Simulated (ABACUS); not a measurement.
# Bi2Se3 (Paraguanajuatite) (R-3m) in ABACUS: notebook

The runs below take Bi2Se3 (Paraguanajuatite) through equation of state, with PBEsol.

Program: ABACUS 3.10.1. These are calculated values, not measurements. Logs are shortened: lines on timing, memory, paths and dates and some standing lists are left out, and cuts for length are marked.

## 1. The crystal as given

The structure is trigonal, space group R-3m (No. 166). The conventional cell has a = 4.143 Å, b = 4.143 Å, c = 28.636 Å, α = 90.00°, β = 90.00°, γ = 120.00°. Bi (site symmetry 3m) has 6 Se at 2.85 to 3.07 Å as nearest neighbours. Se (site symmetry 3m) is surrounded by 3 Bi at 2.85 Å. Se (site symmetry -3m) has 6 Bi at 3.07 Å as nearest neighbours.

## 2. Equation of state, PBEsol, 26.68 Å³/atom (volume scaled by 0.94)

INPUT

```
INPUT_PARAMETERS
suffix              Bi2Se3
calculation         scf
basis_type          pw
pseudo_dir          ./
symmetry            1
dft_functional      pbesol
ecutwfc             87
pseudo_rcut         7
nspin               1
nbands              47
ks_solver           dav
smearing_method     fd
smearing_sigma      0.00367493
scf_thr             1e-08
scf_nmax            100
mixing_type         broyden
mixing_beta         0.7
cal_force           1
cal_stress          1
kpar                4
```

STRU

```
ATOMIC_SPECIES
Bi 208.9804 Bi.upf
Se 78.9710 Se.upf

LATTICE_CONSTANT
1.8897261246

LATTICE_VECTORS
2.0292126242 1.1715664548 9.3504759364
-2.0292126242 1.1715664548 9.3504759364
0.0000000000 -2.3431329097 9.3504759364

ATOMIC_POSITIONS
Direct

Bi
0.0
2
0.5992000000 0.5992000000 0.5992000000 1 1 1
0.4008000000 0.4008000000 0.4008000000 1 1 1

Se
0.0
3
0.7883000000 0.7883000000 0.7883000000 1 1 1
0.2117000000 0.2117000000 0.2117000000 1 1 1
0.0000000000 0.0000000000 0.0000000000 1 1 1
```

KPT

```
K_POINTS
0
Gamma
6 6 6 0 0 0
```

Potentials or basis: Ansatz NC PBE, plane waves.

On the command line:

```bash
> OMP_NUM_THREADS=1 mpirun -np 4 abacus > log
```

running log:

```text
[... set-up lines left out ...]
 PW ALGORITHM --------------- ION=   1  ELEC=   1--------------------------------

 Notice: Threshold on eigenvalues was too large.
 hsover_error=0.78 > DRHO=0.235379
 Origin diag ethr = 0.01
 New diag ethr = 0.000301769

 Density error is 0.238899481924
                          Error Threshold = 0.000301768522717
----------------------------------------------------------
     Energy           Rydberg                 eV
----------------------------------------------------------
 E_KohnSham     -1101.3573871801     -14984.7360000414
 E_Harris       -1099.0162112374     -14952.8826672008
 E_Fermi        0.7559963018         10.2858573714
----------------------------------------------------------

 PW ALGORITHM --------------- ION=   1  ELEC=   2--------------------------------

 Density error is 0.124058113399
                          Error Threshold = 0.000306281387082
----------------------------------------------------------
     Energy           Rydberg                 eV
----------------------------------------------------------
 E_KohnSham     -1101.4071658906     -14985.4132741433
 E_Harris       -1103.4479682228     -15013.1798143534
 E_Fermi        0.7702706105         10.4800693051
----------------------------------------------------------

 PW ALGORITHM --------------- ION=   1  ELEC=   3--------------------------------

 Density error is 0.0175760645621
                          Error Threshold = 0.000159048863332
----------------------------------------------------------
     Energy           Rydberg                 eV
----------------------------------------------------------
 E_KohnSham     -1101.4287530969     -14985.7069831523
 E_Harris       -1101.4844136671     -14986.4642840623
 E_Fermi        0.7623269532         10.3719903025
----------------------------------------------------------

 PW ALGORITHM --------------- ION=   1  ELEC=   4--------------------------------

 Density error is 0.00111488627577
                          Error Threshold = 2.25334161052e-05
----------------------------------------------------------
     Energy           Rydberg                 eV
----------------------------------------------------------
 E_KohnSham     -1101.4313321412     -14985.7420728507
 E_Harris       -1101.3351234591     -14984.4330865775
 E_Fermi        0.7645589969         10.4023588149
----------------------------------------------------------

 PW ALGORITHM --------------- ION=   1  ELEC=   5--------------------------------

 Density error is 2.83764114576e-05
                          Error Threshold = 1.42934137919e-06
----------------------------------------------------------
     Energy           Rydberg                 eV
----------------------------------------------------------
 E_KohnSham     -1101.4314920166     -14985.7442480672
 E_Harris       -1101.4203768527     -14985.5930185046
 E_Fermi        0.7646448584         10.4035270201
----------------------------------------------------------

 PW ALGORITHM --------------- ION=   1  ELEC=   6--------------------------------

 Density error is 3.0734975312e-06
                          Error Threshold = 3.63800146893e-08
----------------------------------------------------------
     Energy           Rydberg                 eV
----------------------------------------------------------
 E_KohnSham     -1101.4315042963     -14985.7444151415
 E_Harris       -1101.4256123693     -14985.6642513613
 E_Fermi        0.7646360911         10.4034077355
----------------------------------------------------------

 PW ALGORITHM --------------- ION=   1  ELEC=   7--------------------------------

 Density error is 1.49557562374e-06
                          Error Threshold = 3.94038145025e-09
----------------------------------------------------------
     Energy           Rydberg                 eV
----------------------------------------------------------
 E_KohnSham     -1101.4315044363     -14985.7444170455
 E_Harris       -1101.4349209542     -14985.7909011566
 E_Fermi        0.7646535617         10.4036454348
----------------------------------------------------------

 PW ALGORITHM --------------- ION=   1  ELEC=   8--------------------------------

 Density error is 1.86563159939e-08
                          Error Threshold = 1.91740464581e-09
----------------------------------------------------------
     Energy           Rydberg                 eV
----------------------------------------------------------
 E_KohnSham     -1101.4315046188     -14985.7444195287
 E_Harris       -1101.4315058351     -14985.7444360774
 E_Fermi        0.7646622183         10.4037632139
----------------------------------------------------------

 PW ALGORITHM --------------- ION=   1  ELEC=   9--------------------------------

 Density error is 2.64580186131e-09
                          Error Threshold = 2.39183538383e-11
----------------------------------------------------------
     Energy           Rydberg                 eV
----------------------------------------------------------
 E_KohnSham     -1101.4315046364     -14985.7444197683
 E_KS(sigma->0) -1101.4314804363     -14985.7440905087
 E_Harris       -1101.4313325130     -14985.7420779094
 E_band         -91.8183826462       -1249.2531851323
 E_one_elec     -495.2868283860      -6738.7230103979
 E_Hartree      278.6151429393       3790.7534930585
 E_xc           -278.9368346183      -3795.1303328931
 E_Ewald        -605.8229361710      -8242.6439110165
 E_entropy(-TS) -0.0000484003        -0.0006585192
 E_descf        0.0000000000         0.0000000000
 E_exx          0.0000000000         0.0000000000
 E_Fermi        0.7646672345         10.4038314631
----------------------------------------------------------

 charge density convergence is achieved
 final etot is -14985.74442 eV
 EFERMI = 10.403831463 eV

 STATE ENERGY(eV) AND OCCUPATIONS    NSPIN == 1
 1/8 kpoint (Cartesian) = 0.0000 0.0000 0.0000 (12305 pws)
       1       -37.0673     0.00925926
       2       -37.0673     0.00925926
       3       -37.0670     0.00925926
       4       -37.0670     0.00925926
       5       -37.0561     0.00925926
       6       -37.0561     0.00925926
[... 39 lines left out ...]
      46        15.9696    4.20032e-51
      47        17.2001    8.60535e-62

 2/8 kpoint (Cartesian) = 0.041067 0.023710 0.0059415 (12366 pws)
       1       -37.0672      0.0555556
       2       -37.0672      0.0555556
       3       -37.0670      0.0555556
       4       -37.0669      0.0555556
       5       -37.0562      0.0555556
       6       -37.0561      0.0555556
[... 39 lines left out ...]
      46        15.1854    1.63291e-43
      47        16.1328    9.62563e-52

 3/8 kpoint (Cartesian) = 0.082134 0.047420 0.011883 (12325 pws)
       1       -37.0672      0.0555556
       2       -37.0671      0.0555556
       3       -37.0670      0.0555556
       4       -37.0668      0.0555556
       5       -37.0562      0.0555556
       6       -37.0561      0.0555556
[... 39 lines left out ...]
      46        15.0132    5.11015e-42
      47        16.7156    8.33908e-57

 4/8 kpoint (Cartesian) = 0.12320 0.071130 0.017824 (12328 pws)
       1       -37.0672      0.0277778
       2       -37.0671      0.0277778
       3       -37.0670      0.0277778
       4       -37.0667      0.0277778
       5       -37.0563      0.0277778
       6       -37.0561      0.0277778
[... 39 lines left out ...]
      46        14.7413    5.87178e-40
      47        16.4817    4.48500e-55

 5/8 kpoint (Cartesian) = 0.0000 0.047420 0.011883 (12371 pws)
       1       -37.0672      0.0555556
       2       -37.0672      0.0555556
       3       -37.0670      0.0555556
       4       -37.0669      0.0555556
       5       -37.0562      0.0555556
       6       -37.0561      0.0555556
[... 39 lines left out ...]
      46        15.3497    6.09562e-45
      47        16.0049    1.24393e-50

 6/8 kpoint (Cartesian) = 0.041067 0.071130 0.017824 (12339 pws)
       1       -37.0672       0.111111
       2       -37.0672       0.111111
       3       -37.0670       0.111111
       4       -37.0668       0.111111
       5       -37.0563       0.111111
       6       -37.0561       0.111111
[... 39 lines left out ...]
      46        15.2589    7.50631e-44
      47        15.3065    2.89502e-44

[... levels at 2 further k points ...]

------------------------------------------------------------------------------------------
 TOTAL-FORCE (eV/Angstrom)
------------------------------------------------------------------------------------------
                       Bi1         0.0000000000         0.0000000000         0.3787559423
                       Bi2         0.0000000000         0.0000000000        -0.3787559423
                       Se1         0.0000000000         0.0000000000         0.5848270434
                       Se2         0.0000000000         0.0000000000        -0.5848270434
                       Se3         0.0000000000         0.0000000000         0.0000000000
------------------------------------------------------------------------------------------

----------------------------------------------------------------
 TOTAL-STRESS (KBAR)
----------------------------------------------------------------
        40.6463018500         0.0000000000        -0.0000000000
         0.0000000000        40.6463018494         0.0000000001
         0.0000000000         0.0000000001        39.6933172599
----------------------------------------------------------------
 TOTAL-PRESSURE: 40.328640 KBAR

 --------------------------------------------
 !FINAL_ETOT_IS -14985.7444197682725644 eV
 --------------------------------------------
```

It took 6.9 min on 4 MPI ranks of AMD EPYC 9R45 (Zen 5), shared host; peak memory 2.4 GiB.

Results:

* Free energy: -14985.7444 eV
* Pressure: 4.0 GPa
* Largest force: 0.585 eV/Å
* Band gap on the k mesh: 0.10 eV, direct

Caveat: the potentials were made for another functional, which shifts forces and pressure; spin-orbit coupling is left out, which as a rule narrows the gap of such compounds by several tenths of an eV.

## 3. Equation of state, PBEsol, 27.81 Å³/atom (volume scaled by 0.98)

INPUT is that of step 2.

STRU, as its differences from that of step 2:

```diff
@@ -8,5 +8,5 @@
 LATTICE_VECTORS
-2.0292126242 1.1715664548 9.3504759364
--2.0292126242 1.1715664548 9.3504759364
-0.0000000000 -2.3431329097 9.3504759364
+2.0575968965 1.1879541221 9.4812687632
+-2.0575968965 1.1879541221 9.4812687632
+0.0000000000 -2.3759082442 9.4812687632
```

KPT is that of step 2.

Potentials or basis: Ansatz NC PBE, plane waves.

On the command line:

```bash
> OMP_NUM_THREADS=1 mpirun -np 4 abacus > log
```

It took 6.7 min on 4 MPI ranks of AMD EPYC 9R45 (Zen 5), shared host; peak memory 2.4 GiB.

It converged, with:

```yaml
Free_energy: -14985.8304 eV
Pressure: 0.9 GPa
Largest_force: 0.241 eV/Å
Band_gap_on_the_k_mesh: 0.13 eV, direct
```

Caveat: the potentials were made for another functional, which shifts forces and pressure; spin-orbit coupling is left out, which as a rule narrows the gap of such compounds by several tenths of an eV.

## 4. Equation of state, PBEsol, 28.95 Å³/atom (volume scaled by 1.02)

INPUT is that of step 3.

STRU, as its differences from that of step 3:

```diff
@@ -8,5 +8,5 @@
 LATTICE_VECTORS
-2.0575968965 1.1879541221 9.4812687632
--2.0575968965 1.1879541221 9.4812687632
-0.0000000000 -2.3759082442 9.4812687632
+2.0852189429 1.2039017179 9.6085493036
+-2.0852189429 1.2039017179 9.6085493036
+0.0000000000 -2.4078034360 9.6085493036
```

KPT is that of step 3.

On the command line:

```bash
> OMP_NUM_THREADS=1 mpirun -np 4 abacus > log
```

Run time: 6.7 min. Hardware: 4 MPI ranks of AMD EPYC 9R45 (Zen 5), shared host; peak memory 2.4 GiB.

The run converged. Its results:

| Item | Value |
| --- | --- |
| Free energy | -14985.8176 eV |
| Pressure | -1.6 GPa |
| Largest force | 0.118 eV/Å |
| Band gap on the k mesh | 0.17 eV, direct |

Caveat: the potentials were made for another functional, which shifts forces and pressure; spin-orbit coupling is left out, which as a rule narrows the gap of such compounds by several tenths of an eV.

## 5. Equation of state, PBEsol, 30.08 Å³/atom (volume scaled by 1.06)

INPUT is that of step 4.

STRU, as its differences from that of step 4:

```diff
@@ -8,5 +8,5 @@
 LATTICE_VECTORS
-2.0852189429 1.2039017179 9.6085493036
--2.0852189429 1.2039017179 9.6085493036
-0.0000000000 -2.4078034360 9.6085493036
+2.1121279616 1.2194376472 9.7325442609
+-2.1121279616 1.2194376472 9.7325442609
+0.0000000000 -2.4388752945 9.7325442609
```

KPT is that of step 4.

On the command line:

```bash
> OMP_NUM_THREADS=1 mpirun -np 4 abacus > log
```

It took 6.6 min on 4 MPI ranks of AMD EPYC 9R45 (Zen 5), shared host; peak memory 2.4 GiB.

It converged, with:

```
Free energy            : -14985.7254 eV
Pressure               : -3.6 GPa
Largest force          : 0.354 eV/Å
Band gap on the k mesh : 0.19 eV, direct
```

Caveat: the potentials were made for another functional, which shifts forces and pressure; spin-orbit coupling is left out, which as a rule narrows the gap of such compounds by several tenths of an eV.

## 6. Equation of state, PBEsol

Potentials or basis: Ansatz NC PBE, plane waves.

This step only gathers the single runs of the series.

Results:

| Property | Result |
| --- | --- |
| Equilibrium volume | 28.20 Å³/atom |
| Bulk modulus at fixed shape and positions | 64 GPa |
| Pressure derivative of the bulk modulus | 4.5 (rough: it moves with the points fitted) |

Energy against volume, from the lowest point:
```tsv
volume (Å³/atom)	energy (meV/atom)
26.675	17.20
27.810	0.00
28.946	2.57
30.081	21.01
```

Caveat: the cell was scaled at fixed shape and fractional positions, which overstates the stiffness of a crystal with free parameters, most of all of layers and chains; the potentials were made for another functional, which shifts forces and pressure; spin-orbit coupling is left out, which moves the levels of the heavy elements.
